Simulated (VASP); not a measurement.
**MgB2: atomic charges with PBE**

The system is MgB2.

```xyz
3
Lattice="3.0850 0.0000 0.0000 -1.5425 2.6717 0.0000 0.0000 0.0000 3.5230" Properties=species:S:1:pos:R:3 pbc="T T T"
Mg    0.0000    0.0000    0.0000
B     1.5425    0.8906    1.7615
B     0.0000    1.7811    1.7615
```

```
Program                : VASP 6.6.1
Task                   : atomic charges
Functional             : PBE
Potentials or basis    : VASP PAW PBE potentials, release 64 (Mg, B)
Cutoff                 : 520 eV
k mesh                 : 10 × 10 × 8
Occupations            : gaussian, width 0.02 eV
Spin                   : no spin polarisation
Further INCAR settings : ALGO = Fast; EDIFF = 1e-06
```

- Pressure: -1.1 GPa
- Band gap on the k mesh: none (metal or under the smearing width)
- Valence electrons inside the program's atomic spheres: Mg 0.39; B 1.92

Stress tensor (GPa, compression positive):
```
-0.81  0.00  0.00
 0.00 -0.81  0.00
 0.00  0.00 -1.74
```

Levels at points of the mesh, in eV from the Fermi level:
| k point | band 1 | band 2 | band 3 | band 4 | band 5 | band 6 | band 7 | band 8 |
| --- | --- | --- | --- | --- | --- | --- | --- | --- |
| (0.00, 0.00, 0.00) | -12.45 | -2.97 | 0.34 | 0.34 | 1.61 | 6.27 | 6.27 | 8.04 |
| (0.50, 0.00, 0.00) | -8.57 | -7.85 | -2.20 | 0.18 | 3.04 | 3.83 | 5.28 | 7.05 |
| (0.00, 0.00, 0.50) | -11.17 | -7.46 | 0.71 | 0.71 | 6.60 | 6.60 | 7.91 | 9.80 |
| (0.50, 0.00, 0.50) | -7.59 | -6.94 | -3.60 | -1.90 | -1.34 | 5.66 | 8.72 | 8.85 |

Wall time 6.7 s on 1 thread of Intel(R) Xeon(R) 6975P-C (Granite Rapids), with other jobs on the host, peak memory 0.15 GiB.
